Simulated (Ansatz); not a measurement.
**Rhodium, fcc under PBE: convergence with the k-point mesh**

Aim: find which k-point mesh is enough for energy and pressure. The geometry was relaxed under PBE beforehand and stays fixed; 8 values are run, from 2×2×2 to 20×20×20. Wanted are the values from which on the energy stays within 10 and 1 meV/atom, and the pressure within 0.5 GPa, of the last run. Within the series other settings stay, but some runs also write fields, which adds to their time. Spin polarisation is left out.

Program: Ansatz 0.2.0. Level of theory: DFT PBE, plane waves with PAW, scalar-relativistic. These are calculated values, not measurements.

### 1 The structure to begin with

It takes space group Fm-3m (No. 225, cubic). Conventional cell: a = 3.832 Å, b = 3.832 Å, c = 3.832 Å, α = 90.00°, β = 90.00°, γ = 90.00°. Rh (site symmetry m-3m) is surrounded by 12 Rh at 2.71 Å.

Structure file:

```cif
data_structure
_symmetry_space_group_name_H-M 'Fm-3m'
_symmetry_Int_Tables_number 225
_cell_length_a 3.8321
_cell_length_b 3.8321
_cell_length_c 3.8321
_cell_angle_alpha 90.000
_cell_angle_beta 90.000
_cell_angle_gamma 90.000
_cell_volume 56.28
loop_
_atom_site_label
_atom_site_type_symbol
_atom_site_symmetry_multiplicity
_atom_site_Wyckoff_symbol
_atom_site_fract_x
_atom_site_fract_y
_atom_site_fract_z
_atom_site_occupancy
Rh1 Rh 4 a 0.00000 0.00000 0.00000 1
```

### 2 With a k-mesh of 2×2×2

The run at 2×2×2.

Contents of input.yaml:

```yaml
crystal:
  lattice:
    - [0.0, 1.9160595532, 1.9160595532]
    - [1.9160595532, 0.0, 1.9160595532]
    - [1.9160595532, 1.9160595532, 0.0]
  atoms:
    - { symbol: Rh, position: [0.0, 0.0, 0.0] }
hamiltonian:
  xc: pbe
  pseudopotentials:
    kind: paw
    azcp:
      Rh: "pseudopotentials/Rh.paw.azcp"
basis:
  ecutwfc: 420
  fft_grid_basis: typed
kpoints:
  mp_grid: { grid: [2, 2, 2], shift: [0, 0, 0] }
magnetization:
  spin_polarized: false
scf:
  occupations: { method: fermi_dirac, width: 0.1 }
  lower_state_search: "off"
output:
  stress: true
  write_density: true
  write_potential: true
  elf: true
  volumetric_format: npy
```

Run with:

```sh
$ ansatz run input.yaml --threads 1 --pin off --max-ram 3584MiB --backend cpu --events-out ev --progress --plain --runs-dir out
```

Output, cut to the lines that bear on the results:

```text
[...]
Pseudopotentials: kind: paw
Pseudopotential: Rh, paw, valence charge 17, recommended cutoff 420 eV (normal), <dir>
Functional definition: PBE
[...]
Crystal: 1 atoms, lattice volume = 14.069 Å³
Basis set: ecut = 420 eV, 283 PW (Γ)
Bands: 13, of which v1, the nominal top of the filled ones, is band 9 counted from 1 (8 counted from 0)
Symmetry: 48 space group operations
Space group: Fm-3m (ITA 225), of the structure as read, at distance tolerance 2.4e-5 Å
k-points: 3 of 8
[...]
SCF iter   1: F=—  HF=-6399.472687 eV  |F-HF|=—  |Δ(HF+E_count)|=         —  Δρ=8.94e-2  dr2=7.55e-1  ethr=1.77e-3  ⟨swp⟩=5.0  Hψ=202  notcnv=0
[...]
SCF iter   6: F=-6399.386044 eV  HF=-6399.386044 eV  |F-HF|=1.25e-8  |Δ(HF+E_count)|=   9.87e-8  Δρ=1.14e-5  dr2=1.70e-8  ethr=5.88e-10  ⟨swp⟩=8.3  Hψ=275  notcnv=0
[...]
SCF converged after 6 iterations
Free energy (F): -6399.386044 eV
[...]
E sigma→0 (E₀):  -6399.264744 eV
Entropy (-TS):   -0.242599 eV (-242.599 meV/atom)
Fermi energy:    22.670459 eV
[...]
--- Stress (GPa, compression-positive) ---
       55.496851       0.000000       0.000000
        0.000000      55.496851      -0.000000
       -0.000000      -0.000000      55.496851
  P = ⅓ Tr σ = 55.4969 GPa (554.969 kbar)
--- Band table (eV) ---
  k-point 0: bands = ["-56.6692", "-24.2049", "-24.2049", "-24.2049", "13.9552", "18.9321", "18.9321", "18.9321", "21.0629", "21.0629", "37.4555", "42.8415", "42.8415"]
[...]
```

Run time: 0.45 s. Hardware: 1 thread of Intel Xeon Platinum 8259CL at 2.50GHz (Skylake/Cascade Lake), shared host; peak memory 0.44 GiB.

### 3 With a k-mesh of 4×4×4

The run at 4×4×4.

input.yaml: that of step 2 with these lines changed.

```diff
@@ -17,3 +17,3 @@
 kpoints:
-  mp_grid: { grid: [2, 2, 2], shift: [0, 0, 0] }
+  mp_grid: { grid: [4, 4, 4], shift: [0, 0, 0] }
 magnetization:
```

Run with:

```sh
$ ansatz run input.yaml --threads 1 --pin off --max-ram 3584MiB --backend cpu --events-out ev --progress --plain --runs-dir out
```

Output, cut to the lines that bear on the results:

```text
[...]
[... 3 set-up lines as earlier in the session ...]
[...]
Crystal: 1 atoms, lattice volume = 14.069 Å³
Basis set: ecut = 420 eV, 283 PW (Γ)
Bands: 13, of which v1, the nominal top of the filled ones, is band 9 counted from 1 (8 counted from 0)
[... 2 set-up lines as earlier in the session ...]
k-points: 8 of 64
[...]
SCF iter   1: F=—  HF=-6403.315732 eV  |F-HF|=—  |Δ(HF+E_count)|=         —  Δρ=6.66e-3  dr2=5.03e-3  ethr=1.77e-3  ⟨swp⟩=5.2  Hψ=551  notcnv=0
[...]
SCF iter   6: F=-6403.314743 eV  HF=-6403.314743 eV  |F-HF|=3.80e-10  |Δ(HF+E_count)|=   8.42e-9  Δρ=4.00e-6  dr2=5.38e-10  ethr=1.50e-10  ⟨swp⟩=5.0  Hψ=538  notcnv=0
[...]
SCF converged after 6 iterations
Free energy (F): -6403.314743 eV
[...]
E sigma→0 (E₀):  -6403.311600 eV
Entropy (-TS):   -0.006285 eV (-6.285 meV/atom)
Fermi energy:    21.871648 eV
[...]
--- Stress (GPa, compression-positive) ---
       -6.882574       0.000000       0.000000
        0.000000      -6.882574       0.000000
       -0.000000       0.000000      -6.882574
  P = ⅓ Tr σ = -6.8826 GPa (-68.826 kbar)
--- Band table (eV; the first three rows and the last of 8) ---
  k-point 0: bands = ["-57.0018", "-24.5013", "-24.5013", "-24.5013", "13.9505", "18.8137", "18.8137", "18.8137", "20.8259", "20.8259", "37.5838", "42.7773", "42.7773"]
[...]
```

It took 0.59 s on 1 thread of Intel Xeon Platinum 8259CL at 2.50GHz (Skylake/Cascade Lake), shared host; peak memory 0.44 GiB.

### 4 With a k-mesh of 5×5×5

The run at 5×5×5.

input.yaml: that of step 3 with these lines changed.

```diff
@@ -17,3 +17,3 @@
 kpoints:
-  mp_grid: { grid: [4, 4, 4], shift: [0, 0, 0] }
+  mp_grid: { grid: [5, 5, 5], shift: [0, 0, 0] }
 magnetization:
@@ -25,5 +25 @@
   stress: true
-  write_density: true
-  write_potential: true
-  elf: true
-  volumetric_format: npy
```

Run with:

```sh
$ ansatz run input.yaml --threads 1 --pin off --max-ram 3584MiB --backend cpu --events-out ev --progress --plain --runs-dir out
```

Output, cut to the lines that bear on the results:

```text
[...]
[... 3 set-up lines as earlier in the session ...]
[...]
Crystal: 1 atoms, lattice volume = 14.069 Å³
Basis set: ecut = 420 eV, 283 PW (Γ)
Bands: 13, of which v1, the nominal top of the filled ones, is band 9 counted from 1 (8 counted from 0)
[... 2 set-up lines as earlier in the session ...]
k-points: 10 of 125
[...]
SCF iter   1: F=—  HF=-6402.792450 eV  |F-HF|=—  |Δ(HF+E_count)|=         —  Δρ=7.12e-3  dr2=2.33e-3  ethr=1.77e-3  ⟨swp⟩=5.1  Hψ=711  notcnv=0
[...]
SCF iter   6: F=-6402.792087 eV  HF=-6402.792087 eV  |F-HF|=1.25e-10  |Δ(HF+E_count)|=   3.25e-9  Δρ=2.88e-6  dr2=3.34e-10  ethr=5.30e-11  ⟨swp⟩=1.3  Hψ=395  notcnv=0
[...]
SCF converged after 6 iterations
Free energy (F): -6402.792087 eV
[...]
E sigma→0 (E₀):  -6402.748666 eV
Entropy (-TS):   -0.086841 eV (-86.841 meV/atom)
Fermi energy:    21.974832 eV
[...]
--- Stress (GPa, compression-positive) ---
        2.683354      -0.000000      -0.000000
       -0.000000       2.683354      -0.000000
       -0.000000      -0.000000       2.683354
  P = ⅓ Tr σ = 2.6834 GPa (26.834 kbar)
```

Run time: 0.42 s. Hardware: 1 thread of Intel Xeon Platinum 8259CL at 2.50GHz (Skylake/Cascade Lake), shared host; peak memory 0.43 GiB.

### 5 With a k-mesh of 7×7×7

The run at 7×7×7.

input.yaml: that of step 4 with these lines changed.

```diff
@@ -17,3 +17,3 @@
 kpoints:
-  mp_grid: { grid: [5, 5, 5], shift: [0, 0, 0] }
+  mp_grid: { grid: [7, 7, 7], shift: [0, 0, 0] }
 magnetization:
```

Run with:

```sh
$ ansatz run input.yaml --threads 1 --pin off --max-ram 3584MiB --backend cpu --events-out ev --progress --plain --runs-dir out
```

Output, cut to the lines that bear on the results:

```text
[...]
[... 3 set-up lines as earlier in the session ...]
[...]
Crystal: 1 atoms, lattice volume = 14.069 Å³
Basis set: ecut = 420 eV, 283 PW (Γ)
Bands: 13, of which v1, the nominal top of the filled ones, is band 9 counted from 1 (8 counted from 0)
[... 2 set-up lines as earlier in the session ...]
k-points: 20 of 343
[...]
SCF iter   1: F=—  HF=-6402.963762 eV  |F-HF|=—  |Δ(HF+E_count)|=         —  Δρ=4.98e-3  dr2=5.13e-4  ethr=1.77e-3  ⟨swp⟩=5.0  Hψ=1421  notcnv=0
[...]
SCF iter   6: F=-6402.963962 eV  HF=-6402.963962 eV  |F-HF|=4.40e-10  |Δ(HF+E_count)|=   3.38e-9  Δρ=4.02e-6  dr2=8.81e-10  ethr=6.49e-11  ⟨swp⟩=2.2  Hψ=776  notcnv=0
[...]
SCF converged after 6 iterations
Free energy (F): -6402.963962 eV
[...]
E sigma→0 (E₀):  -6402.946446 eV
Entropy (-TS):   -0.035032 eV (-35.032 meV/atom)
Fermi energy:    21.752318 eV
[...]
--- Stress (GPa, compression-positive) ---
       -1.164984       0.000000       0.000000
       -0.000000      -1.164984       0.000000
        0.000000       0.000000      -1.164984
  P = ⅓ Tr σ = -1.1650 GPa (-11.650 kbar)
```

Run time: 0.68 s. Hardware: 1 thread of Intel Xeon Platinum 8259CL at 2.50GHz (Skylake/Cascade Lake), shared host; peak memory 0.44 GiB.

### 6 With a k-mesh of 9×9×9

The run at 9×9×9.

input.yaml: that of step 5 with these lines changed.

```diff
@@ -17,3 +17,3 @@
 kpoints:
-  mp_grid: { grid: [7, 7, 7], shift: [0, 0, 0] }
+  mp_grid: { grid: [9, 9, 9], shift: [0, 0, 0] }
 magnetization:
```

Run with:

```sh
$ ansatz run input.yaml --threads 1 --pin off --max-ram 3584MiB --backend cpu --events-out ev --progress --plain --runs-dir out
```

Output, cut to the lines that bear on the results:

```text
[...]
[... 3 set-up lines as earlier in the session ...]
[...]
Crystal: 1 atoms, lattice volume = 14.069 Å³
Basis set: ecut = 420 eV, 283 PW (Γ)
Bands: 13, of which v1, the nominal top of the filled ones, is band 9 counted from 1 (8 counted from 0)
[... 2 set-up lines as earlier in the session ...]
k-points: 35 of 729
[...]
SCF iter   1: F=—  HF=-6402.902018 eV  |F-HF|=—  |Δ(HF+E_count)|=         —  Δρ=5.31e-3  dr2=8.01e-4  ethr=1.77e-3  ⟨swp⟩=4.9  Hψ=2485  notcnv=0
[...]
SCF iter   6: F=-6402.901982 eV  HF=-6402.901982 eV  |F-HF|=4.19e-9  |Δ(HF+E_count)|=   4.62e-9  Δρ=8.59e-6  dr2=7.10e-9  ethr=2.56e-10  ⟨swp⟩=2.0  Hψ=1400  notcnv=0
[...]
SCF converged after 6 iterations
Free energy (F): -6402.901982 eV
[...]
E sigma→0 (E₀):  -6402.879912 eV
Entropy (-TS):   -0.044140 eV (-44.140 meV/atom)
Fermi energy:    21.680514 eV
[...]
--- Stress (GPa, compression-positive) ---
        0.059473       0.000000       0.000000
        0.000000       0.059473      -0.000000
        0.000000      -0.000000       0.059473
  P = ⅓ Tr σ = 0.0595 GPa (0.595 kbar)
```

Run time: 0.75 s. Hardware: 1 thread of Intel Xeon Platinum 8259CL at 2.50GHz (Skylake/Cascade Lake), shared host; peak memory 0.44 GiB.

### 7 With a k-mesh of 11×11×11

The run at 11×11×11.

input.yaml: that of step 6 with these lines changed.

```diff
@@ -17,3 +17,3 @@
 kpoints:
-  mp_grid: { grid: [9, 9, 9], shift: [0, 0, 0] }
+  mp_grid: { grid: [11, 11, 11], shift: [0, 0, 0] }
 magnetization:
@@ -25 +25,5 @@
   stress: true
+  write_density: true
+  write_potential: true
+  elf: true
+  volumetric_format: npy
```

Run with:

```sh
$ ansatz run input.yaml --threads 1 --pin off --max-ram 3584MiB --backend cpu --events-out ev --progress --plain --runs-dir out
```

Output, cut to the lines that bear on the results:

```text
[...]
[... 3 set-up lines as earlier in the session ...]
[...]
Crystal: 1 atoms, lattice volume = 14.069 Å³
Basis set: ecut = 420 eV, 283 PW (Γ)
Bands: 13, of which v1, the nominal top of the filled ones, is band 9 counted from 1 (8 counted from 0)
[... 2 set-up lines as earlier in the session ...]
k-points: 56 of 1331
[...]
SCF iter   1: F=—  HF=-6402.906131 eV  |F-HF|=—  |Δ(HF+E_count)|=         —  Δρ=3.82e-3  dr2=1.25e-3  ethr=1.77e-3  ⟨swp⟩=4.9  Hψ=3981  notcnv=0
[...]
SCF iter   6: F=-6402.906015 eV  HF=-6402.906015 eV  |F-HF|=3.64e-11  |Δ(HF+E_count)|=   3.30e-9  Δρ=1.53e-6  dr2=6.97e-11  ethr=2.12e-11  ⟨swp⟩=4.4  Hψ=3615  notcnv=0
[...]
SCF converged after 6 iterations
Free energy (F): -6402.906015 eV
[...]
E sigma→0 (E₀):  -6402.881526 eV
Entropy (-TS):   -0.048978 eV (-48.978 meV/atom)
Fermi energy:    21.756186 eV
[...]
--- Stress (GPa, compression-positive) ---
        0.260939       0.000000       0.000000
        0.000000       0.260939      -0.000000
        0.000000      -0.000000       0.260939
  P = ⅓ Tr σ = 0.2609 GPa (2.609 kbar)
--- Band table (eV; the first three rows and the last of 56) ---
  k-point 0: bands = ["-57.0423", "-24.5412", "-24.5412", "-24.5412", "13.9449", "18.7839", "18.7839", "18.7839", "20.7968", "20.7968", "37.5632", "42.7750", "42.7750"]
[...]
```

It took 1.8 s on 1 thread of Intel Xeon Platinum 8259CL at 2.50GHz (Skylake/Cascade Lake), shared host; peak memory 0.44 GiB.

### 8 With a k-mesh of 15×15×15

The run at 15×15×15.

input.yaml: that of step 7 with these lines changed.

```diff
@@ -17,3 +17,3 @@
 kpoints:
-  mp_grid: { grid: [11, 11, 11], shift: [0, 0, 0] }
+  mp_grid: { grid: [15, 15, 15], shift: [0, 0, 0] }
 magnetization:
@@ -25,5 +25 @@
   stress: true
-  write_density: true
-  write_potential: true
-  elf: true
-  volumetric_format: npy
```

Run with:

```sh
$ ansatz run input.yaml --threads 1 --pin off --max-ram 3584MiB --backend cpu --events-out ev --progress --plain --runs-dir out
```

Output, cut to the lines that bear on the results:

```text
[...]
[... 3 set-up lines as earlier in the session ...]
[...]
Crystal: 1 atoms, lattice volume = 14.069 Å³
Basis set: ecut = 420 eV, 283 PW (Γ)
Bands: 13, of which v1, the nominal top of the filled ones, is band 9 counted from 1 (8 counted from 0)
[... 2 set-up lines as earlier in the session ...]
k-points: 120 of 3375
[...]
SCF iter   1: F=—  HF=-6402.911531 eV  |F-HF|=—  |Δ(HF+E_count)|=         —  Δρ=2.70e-3  dr2=2.49e-4  ethr=1.77e-3  ⟨swp⟩=4.9  Hψ=8620  notcnv=0
[...]
SCF iter   6: F=-6402.911635 eV  HF=-6402.911635 eV  |F-HF|=1.70e-10  |Δ(HF+E_count)|=  2.89e-10  Δρ=2.26e-6  dr2=3.30e-10  ethr=9.78e-12  ⟨swp⟩=1.2  Hψ=4784  notcnv=0
[...]
SCF converged after 6 iterations
Free energy (F): -6402.911635 eV
[...]
E sigma→0 (E₀):  -6402.888725 eV
Entropy (-TS):   -0.045821 eV (-45.821 meV/atom)
Fermi energy:    21.729550 eV
[...]
--- Stress (GPa, compression-positive) ---
       -0.066584       0.000000      -0.000000
       -0.000000      -0.066584      -0.000000
       -0.000000       0.000000      -0.066584
  P = ⅓ Tr σ = -0.0666 GPa (-0.666 kbar)
```

Run time: 2.1 s. Hardware: 1 thread of Intel Xeon Platinum 8259CL at 2.50GHz (Skylake/Cascade Lake), shared host; peak memory 0.46 GiB.

### 9 With a k-mesh of 20×20×20

The run at 20×20×20.

input.yaml: that of step 8 with these lines changed.

```diff
@@ -17,3 +17,3 @@
 kpoints:
-  mp_grid: { grid: [15, 15, 15], shift: [0, 0, 0] }
+  mp_grid: { grid: [20, 20, 20], shift: [0, 0, 0] }
 magnetization:
@@ -25 +25,5 @@
   stress: true
+  write_density: true
+  write_potential: true
+  elf: true
+  volumetric_format: npy
```

Run with:

```sh
$ ansatz run input.yaml --threads 1 --pin off --max-ram 3584MiB --backend cpu --events-out ev --progress --plain --runs-dir out
```

Output, cut to the lines that bear on the results:

```text
[...]
[... 3 set-up lines as earlier in the session ...]
[...]
Crystal: 1 atoms, lattice volume = 14.069 Å³
Basis set: ecut = 420 eV, 283 PW (Γ)
Bands: 13, of which v1, the nominal top of the filled ones, is band 9 counted from 1 (8 counted from 0)
[... 2 set-up lines as earlier in the session ...]
k-points: 256 of 8000
[...]
SCF iter   1: F=—  HF=-6402.911420 eV  |F-HF|=—  |Δ(HF+E_count)|=         —  Δρ=2.86e-3  dr2=3.96e-4  ethr=1.77e-3  ⟨swp⟩=4.9  Hψ=18360  notcnv=0
[...]
SCF iter   6: F=-6402.911513 eV  HF=-6402.911513 eV  |F-HF|=1.09e-9  |Δ(HF+E_count)|=   1.02e-7  Δρ=7.90e-6  dr2=1.76e-9  ethr=5.88e-10  ⟨swp⟩=7.9  Hψ=20821  notcnv=0
[...]
SCF converged after 6 iterations
Free energy (F): -6402.911513 eV
[...]
E sigma→0 (E₀):  -6402.888705 eV
Entropy (-TS):   -0.045616 eV (-45.616 meV/atom)
Fermi energy:    21.733585 eV
[...]
--- Stress (GPa, compression-positive) ---
       -0.035108       0.000000      -0.000000
       -0.000000      -0.035108       0.000000
       -0.000000      -0.000000      -0.035108
  P = ⅓ Tr σ = -0.0351 GPa (-0.351 kbar)
--- Band table (eV; the first three rows and the last of 256) ---
  k-point 0: bands = ["-57.0667", "-24.5639", "-24.5639", "-24.5639", "13.9437", "18.7695", "18.7695", "18.7695", "20.7810", "20.7810", "37.5619", "42.7747", "42.7747"]
[...]
```

Run time: 5.4 s. Hardware: 1 thread of Intel Xeon Platinum 8259CL at 2.50GHz (Skylake/Cascade Lake), shared host; peak memory 0.5 GiB.

### 10 The series

Energies count from the run at 20×20×20.

| k-mesh | k-points | E(σ → 0) (meV/atom) | P (GPa) | SCF cycles | CPU time |
| --- | --- | --- | --- | --- | --- |
| 2×2×2 | 3 | 3623.96 | 55.50 | 6 | 0.44 s |
| 4×4×4 | 8 | -422.90 | -6.88 | 6 | 0.58 s |
| 5×5×5 | 10 | 140.04 | 2.68 | 6 | 0.42 s |
| 7×7×7 | 20 | -57.74 | -1.16 | 6 | 0.67 s |
| 9×9×9 | 35 | 8.79 | 0.06 | 6 | 0.75 s |
| 11×11×11 | 56 | 7.18 | 0.26 | 6 | 1.8 s |
| 15×15×15 | 120 | -0.02 | -0.07 | 6 | 2.1 s |
| 20×20×20 | 256 | 0.00 | -0.04 | 6 | 5.4 s |

### 11 Results

| quantity | value |
| --- | --- |
| E(σ → 0) stays within 10 meV/atom of 20×20×20 | from 9×9×9 on |
| E(σ → 0) stays within 1 meV/atom | from 15×15×15 on |
| pressure stays within 0.5 GPa | from 9×9×9 on |
| pressure at 20×20×20 | -0.04 GPa |
| CPU time, dearest over cheapest | 13 |
| energy of a separate run on a finer mesh (23×23×23) | +0.5 meV/atom from 20×20×20 |

In words: The far end, 2×2×2, lies +3624 meV/atom and +55.5 GPa from the yardstick. Convergence in k is not monotonic; the energy swings about its limit. 1 meV/atom needs 15×15×15. A Fermi surface needs many points. A run on a finer mesh agrees with the yardstick to 1 meV/atom.
